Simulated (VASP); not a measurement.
Here is a VASP 6.6.1 calculation.

INCAR

```
SYSTEM = TaAs
ALGO = Normal ; EDIFF = 1E-6
ENCUT = 520 ; GGA = PE
ISIF = 2 ; ISMEAR = -1
LASPH = .TRUE. ; LCHARG = .TRUE.
LELF = .TRUE. ; LREAL = .FALSE.
LVHAR = .TRUE. ; LWAVE = .FALSE.
NBANDS = 15 ; NELM = 60
PREC = Accurate ; SIGMA = 0.0716
```

The input KPOINTS:

```
Automatic mesh
0
Gamma
  6 6 6
  0.5 0.5 0.5
```

Contents of POSCAR:

```
TaAs
1.0
    0.0000000000      2.5744790000      2.5744790000
    2.5744790000      0.0000000000      2.5744790000
    2.5744790000      2.5744790000      0.0000000000
Ta As
1 1
Direct
    0.0000000000      0.0000000000      0.0000000000
    0.5000000000      0.5000000000      0.5000000000
```

Potentials or basis: VASP PAW PBE potentials, release 64 (Ta_pv, As).

Command:

```bash
$ cat potpaw_PBE.64/Ta_pv/POTCAR potpaw_PBE.64/As/POTCAR > POTCAR
$ mpirun -np 1 vasp_std > vasp.out
```

(1) What does it give for the pressure?

(2) What does it give for the band gap on the k mesh?

Answers

(1) 12.8 GPa.

(2) none (metal or under the smearing width).
